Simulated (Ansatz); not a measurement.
# InAs (F-43m) in Ansatz: notebook

Aim: see how the results for InAs move with the level of theory and the settings. Levels: PBE, PBEsol. Tasks: band structure, elastic constants.

All numbers are computed with Ansatz 0.2.0; they aren't measurements. Logs are shortened: lines on timing, memory, paths and dates and some standing lists are left out, and cuts for length are marked.

**What was measured.**

A printed reference work, data compilation reports, for a bulk crystal of InAs at 4.2 K: band gap 0.418 eV (direct).

The results are compared with them further down.

## (1) The structure

Symmetry: F-43m, No. 216, cubic system. The conventional cell has a = 6.036 Å, b = 6.036 Å, c = 6.036 Å, α = 90.00°, β = 90.00°, γ = 90.00°. In (site symmetry -43m) is surrounded by 4 As at 2.61 Å. As (site symmetry -43m) has 4 In at 2.61 Å as nearest neighbours.

## (2) Band structure, PBE, spin-orbit coupling, no magnetisation

input.yaml

```yaml
crystal:
  lattice:
    - [0.0, 3.018, 3.018]
    - [3.018, 0.0, 3.018]
    - [3.018, 3.018, 0.0]
  atoms:
    - { symbol: In, position: [0.0, 0.0, 0.0] }
    - { symbol: As, position: [0.75, 0.75, 0.75] }
kpoints:
  mp_grid: { grid: [6, 6, 6] }
  band_path:
    path:
      - [0.0, 0.0, 0.0]
      - [0.5, 0.0, 0.5]
      - [0.5, 0.25, 0.75]
      - [0.375, 0.375, 0.75]
      - [0.0, 0.0, 0.0]
      - [0.5, 0.5, 0.5]
      - [0.625, 0.25, 0.625]
      - [0.5, 0.25, 0.75]
    npoints: 6
scf:
  occupations: { method: fermi_dirac, width: 0.05 }
hamiltonian:
  xc: pbe
  pseudopotentials: { kind: all_electron, lapw: { basis_error: 0.001 } }
magnetization:
  noncollinear: true
  spin_orbit: true
output:
  forces: true
  stress: true
  eigenvalues: true
```

Potentials or basis: all-electron LAPW, relativistic spinors.

On the command line:

```bash
> ansatz run input.yaml --threads 1 --pin off --max-ram 3072MiB --backend cpu --events-out ev --progress --plain --runs-dir out
```

The program printed:

```text
Warning: RAYON_NUM_THREADS=1 ignored (pool sized by the plan → 1); use --threads N
LAPW: plane waves up to 8.619 Å⁻¹, error target 1.0e-3 eV per atom; Dirac's equation on spinors; As in spheres of 1.266 Å, 23 of its electrons in bands; In in spheres of 1.348 Å, 21 of its electrons in bands (how accurate: hamiltonian.pseudopotentials.lapw.basis_error, Limitations)
Engine: ansatz 0.2.0, x86_64-unknown-linux-gnu
Pseudopotentials: kind: all_electron
Pseudopotential: In, LAPW, valence charge 21, lapw/all_electron/dirac/gaussian/In, Dirac's equation, gaussian nucleus
Pseudopotential: As, LAPW, valence charge 23, lapw/all_electron/dirac/gaussian/As, Dirac's equation, gaussian nucleus
Functional definition: PBE
  parameter kappa = 0.804
  parameter beta = 0.06672455060314922
  exchange = pbe_x(kappa = kappa, mu = beta*pi^2/3)
  correlation = pbe_c(beta = beta)
non-collinear run that drives no moment, with spin-orbit: no starting moment large enough to seed its density (crystal.atoms[].spin), no starting occupations that ask for one, no magnetisation constraint and no magnetic field, so the semilocal B_xc is pinned to zero
Crystal: 2 atoms, lattice volume = 54.978 Å³
Basis set: ecut = 283.0271530777183 eV, 609 PW (Γ), exchange–correlation at level 2
Bands: 54, of which v1, the nominal top of the filled ones, is band 44 counted from 1 (43 counted from 0)
Symmetry: 24 space group operations + 24 with time reversal
Magnetic group: BNS 216.75 (UNI 1577), of the structure as read, at distance tolerance 3.8e-5 Å
k-points: 16 of 216 (time reversal used)
Non-local potential: In, projectors of the file, none
Non-local potential: As, projectors of the file, none
Initial density: superposition of atomic densities (chi_scale 0.1, normalization cell, long waves kept (reshape's long-wave potential 0.00 eV rms))
Initial wavefunctions: plane waves of lowest kinetic energy (no species holds an atomic orbital)
Functional: x = pbe(κ = 0.804, μ = 0.2195149727645171), c = pbe(β = 0.06672455060314922)
iter 1 solved again at ethr=2.02e-3 eV; its pass at ethr=1.00e-1 eV (dr2=8.88e-1 eV) is discarded
SCF iter   1: F=—  HF=-221617.033119 eV  |F-HF|=—  |Δ(HF+E_count)|=         —  Δρ=2.94e-2  dr2=8.89e-1  dr2_m=0.00e0 (ungated)  ethr=2.02e-3  |M|=0.00e0 ∫|m|=0.00e0 μB  β_m=0.30  ⟨swp⟩=2.1  Hψ=5434  notcnv=0
preconditioner: auto → none  [insulator: Δε(μ)=1.209 eV  Ē_g=15.122 eV  σ=0.050 eV  W_gap=0.52  n_scr=14 (ndim 8)  ℏωp=21.2 eV  f_vac=0.128  D(μ)=0.12/eV (n_scr^D=0)  ε∞_Penn≈3.0]
SCF iter   2: F=—  HF=-221616.792031 eV  |F-HF|=—  |Δ(HF+E_count)|=   2.41e-1  Δρ=1.51e-2  dr2=1.83e-1  dr2_m=0.00e0 (ungated)  ethr=2.02e-3  |M|=0.00e0 ∫|m|=0.00e0 μB  β_m=0.40  ⟨swp⟩=2.2  Hψ=2567  notcnv=0
iter 3 solved again at ethr=3.87e-5 eV; its pass at ethr=4.15e-4 eV (dr2=1.70e-2 eV) is discarded
SCF iter   3: F=—  HF=-221616.759283 eV  |F-HF|=—  |Δ(HF+E_count)|=   3.27e-2  Δρ=5.56e-3  dr2=1.70e-2  dr2_m=0.00e0 (ungated)  ethr=3.87e-5  |M|=0.00e0 ∫|m|=0.00e0 μB  β_m=0.52  ⟨swp⟩=2.0  Hψ=4307  notcnv=0
SCF iter   4: F=—  HF=-221616.760086 eV  |F-HF|=—  |Δ(HF+E_count)|=         —  Δρ=1.00e-3  dr2=4.57e-4  dr2_m=0.00e0 (ungated)  ethr=3.87e-5  |M|=0.00e0 ∫|m|=0.00e0 μB  β_m=0.55  ⟨swp⟩=2.0  Hψ=2463  notcnv=0
the basis was enlarged: its passes take 844.0 KiB over the memory plan, 1 of 1 planned eigensolver slots
SCF iter   5: F=—  HF=-221616.760310 eV  |F-HF|=—  |Δ(HF+E_count)|=   2.24e-4  Δρ=1.37e-4  dr2=7.98e-6  dr2_m=0.00e0 (ungated)  ethr=1.04e-6  |M|=0.00e0 ∫|m|=0.00e0 μB  β_m=0.62  ⟨swp⟩=3.0  Hψ=2473  notcnv=0
SCF iter   6: F=—  HF=-221616.760330 eV  |F-HF|=—  |Δ(HF+E_count)|=   1.97e-5  Δρ=5.14e-5  dr2=1.02e-6  dr2_m=0.00e0 (ungated)  ethr=1.81e-8  |M|=0.00e0 ∫|m|=0.00e0 μB  β_m=0.62  ⟨swp⟩=3.0  Hψ=2534  notcnv=0
SCF iter   7: F=-221616.760332 eV  HF=-221616.760332 eV  |F-HF|=7.00e-8  |Δ(HF+E_count)|=   2.08e-6  Δρ=7.07e-6  dr2=3.22e-8  dr2_m=0.00e0 (ungated)  ethr=2.33e-9  |M|=0.00e0 ∫|m|=0.00e0 μB  ⟨swp⟩=3.0  Hψ=2534  notcnv=0
SCF 1 converged in 7 iterations: F = -221616.760332 eV  dr2 = 3.22e-8
NSCF: frozen V_eff on 43 k-points
SCF converged after 7 iterations
Magnetization: |M| = 0.0000 μB,  M = (+0.0000, +0.0000, +0.0000) μB
Absolute magnetization: 0.0000 μB (∫|m|)
  site 0: m = (+0.0000, +0.0000, +0.0000) μB, |m| = 0.0000 μB  (R = 1.35 Å)
  site 1: m = (+0.0000, +0.0000, +0.0000) μB, |m| = 0.0000 μB  (R = 1.27 Å)
Free energy (F): -221616.760332 eV
Harris-Foulkes:  -221616.760332 eV  (|F-HF|=7.00e-8)
Internal energy: -221616.759625 eV  (E = F + TS)
E sigma→0 (E₀):  -221616.759978 eV
Entropy (-TS):   -0.000707 eV (-0.354 meV/atom)
Fermi energy:    9.863650 eV
--- Per-component energies (eV) ---
  E_band       = -1913.248989
  E_kinetic    = 231124.091077
  E_xc         = -6638.428886
  E_electrostatic = -446102.421816  (all electrons and nuclei)
  E_smearing   = -0.000707  (= −TS)
  E_closure    = 0.000000  (closes the sum)
  E_atoms      = -221609.108975  (free atoms, spherical and without spin; not in F)
  Σ components = -221616.760332   (vs F -221616.760332, Δ=0.00e0)
  Basis errors (estimates in eV, not in F): energy 4.4e-4 per atom: plane waves 4.0e-4 (2.3e-4 summed), levels above the bands 7.4e-75, relativity 9.8e-8, radial functions 4.1e-5, core shells 4.1e-7; eigenvalues (radial functions only) 1.2e-6; not estimated: angular momenta, meshes, grids; target (lapw.basis_error) 1.0e-3; muffin-tin radii As 1.266 Å, In 1.348 Å
--- Forces (eV/Å), atoms counted from 1 ---
  atom   1  In     0.00000000    -0.00000000    -0.00000000
  atom   2  As    -0.00000000     0.00000000     0.00000000
  max |Σ_I F_I| component: 3.01e-17 eV/Å
--- Stress (GPa, compression-positive) ---
        4.310659       0.000000      -0.000000
        0.000000       4.310659       0.000000
       -0.000000       0.000000       4.310659
  P = ⅓ Tr σ = 4.3107 GPa (43.107 kbar)
--- Band table (eV; the first three rows and the last of 16) ---
  k-point 0: bands = ["-174.7983", "-174.7983", "-121.5877", "-121.5877", "-116.5661", "-116.5661", "-116.5661", "-116.5661", "-105.4233", "-105.4233", "-68.5380", "-68.5380", "-61.8936", "-61.8936", "-61.8936", "-61.8936", "-25.6571", "-25.6571", "-25.6571", "-25.6571", "-24.9333", "-24.9333", "-24.9284", "-24.9284", "-24.9284", "-24.9284", "-5.1073", "-5.1073", "-5.1073", "-5.1073", "-4.3159", "-4.3159", "-4.2282", "-4.2282", "-4.2282", "-4.2282", "-2.1472", "-2.1472", "9.5130", "9.5130", "9.5815", "9.5815", "9.8617", "9.8617", "9.8617", "9.8617", "13.3452", "13.3452", "13.8138", "13.8138", "13.8138", "13.8138", "17.2914", "17.2914"]
  k-point 1: bands = ["-174.7983", "-174.7983", "-121.5877", "-121.5877", "-116.5661", "-116.5661", "-116.5661", "-116.5661", "-105.4233", "-105.4233", "-68.5380", "-68.5380", "-61.8936", "-61.8936", "-61.8936", "-61.8936", "-25.6571", "-25.6570", "-25.6570", "-25.6570", "-24.9333", "-24.9333", "-24.9284", "-24.9284", "-24.9284", "-24.9282", "-5.1142", "-5.1142", "-5.1094", "-5.1007", "-4.3226", "-4.3226", "-4.2410", "-4.2410", "-4.2253", "-4.2147", "-1.8608", "-1.8608", "7.2413", "7.2413", "9.3074", "9.3074", "9.5430", "9.5544", "11.0097", "11.0097", "13.8884", "13.8884", "14.1477", "14.1477", "14.2540", "14.2555", "18.3550", "18.3550"]
  k-point 2: bands = ["-174.7983", "-174.7983", "-121.5877", "-121.5877", "-116.5661", "-116.5661", "-116.5661", "-116.5661", "-105.4233", "-105.4233", "-68.5380", "-68.5380", "-61.8937", "-61.8937", "-61.8936", "-61.8936", "-25.6571", "-25.6570", "-25.6570", "-25.6570", "-24.9332", "-24.9332", "-24.9284", "-24.9284", "-24.9282", "-24.9281", "-5.1297", "-5.1297", "-5.1055", "-5.0968", "-4.3335", "-4.3335", "-4.2595", "-4.2595", "-4.2082", "-4.1977", "-1.1501", "-1.1501", "4.9992", "4.9992", "8.8206", "8.8206", "9.0654", "9.0752", "10.8713", "10.8713", "14.3552", "14.3552", "14.5824", "14.5844", "15.9204", "15.9204", "17.9253", "17.9253"]
  k-point 15: bands = ["-174.7983", "-174.7983", "-121.5877", "-121.5877", "-116.5661", "-116.5661", "-116.5661", "-116.5661", "-105.4233", "-105.4233", "-68.5380", "-68.5380", "-61.8937", "-61.8937", "-61.8937", "-61.8937", "-25.6570", "-25.6570", "-25.6570", "-25.6568", "-24.9330", "-24.9330", "-24.9284", "-24.9282", "-24.9282", "-24.9281", "-5.1979", "-5.1362", "-5.0752", "-5.0639", "-4.4253", "-4.2998", "-4.2335", "-4.2270", "-4.2096", "-4.1940", "-0.0757", "-0.0713", "3.9761", "4.0238", "6.8736", "6.9130", "6.9607", "7.0338", "12.7919", "12.8782", "13.1560", "13.2503", "16.1214", "16.2776", "16.7367", "16.7796", "19.4660", "19.6406"]
```

Run time: 1.9 min. Hardware: 1 thread of Intel Xeon at 2.50GHz (Skylake/Cascade Lake), shared host; peak memory 0.45 GiB.

What came out:

| Property | Result |
| --- | --- |
| Free energy | -221616.7603 eV |
| Pressure | 4.3 GPa |
| Band gap along the path | none (metal or under the smearing width) |

Levels at the corners of the path, in eV from the Fermi level:
| point | band 40 | band 41 | band 42 | band 43 | band 44 | band 45 | band 46 | band 47 | band 48 | band 49 |
| --- | --- | --- | --- | --- | --- | --- | --- | --- | --- | --- |
| Γ | -0.35 | -0.28 | -0.28 | 0.00 | 0.00 | 0.00 | 0.00 | 3.48 | 3.48 | 3.95 |
| X | -5.97 | -2.46 | -2.46 | -2.46 | -2.46 | 1.43 | 1.43 | 1.96 | 1.96 | 9.03 |
| W | -5.80 | -3.14 | -3.08 | -3.04 | -2.94 | 4.02 | 4.18 | 4.20 | 4.21 | 4.76 |
| K | -5.81 | -3.42 | -3.41 | -2.08 | -2.08 | 2.00 | 2.00 | 4.14 | 4.20 | 7.09 |
| Γ | -0.35 | -0.28 | -0.28 | 0.00 | 0.00 | 0.00 | 0.00 | 3.48 | 3.48 | 3.95 |
| L | -5.90 | -1.24 | -1.24 | -0.99 | -0.99 | 0.85 | 0.85 | 4.48 | 4.48 | 4.66 |
| U | -5.81 | -3.42 | -3.41 | -2.08 | -2.08 | 2.00 | 2.00 | 4.14 | 4.20 | 7.09 |
| W | -5.80 | -3.14 | -3.08 | -3.04 | -2.94 | 4.02 | 4.18 | 4.20 | 4.21 | 4.76 |

Caveat: the k mesh is thin for a metal, which can move the energy by tens of meV per atom; this crystal is a semiconductor, whose small gap the functional closes, so the metal is an error of the method.

(Part 1 of 2 ends here.)
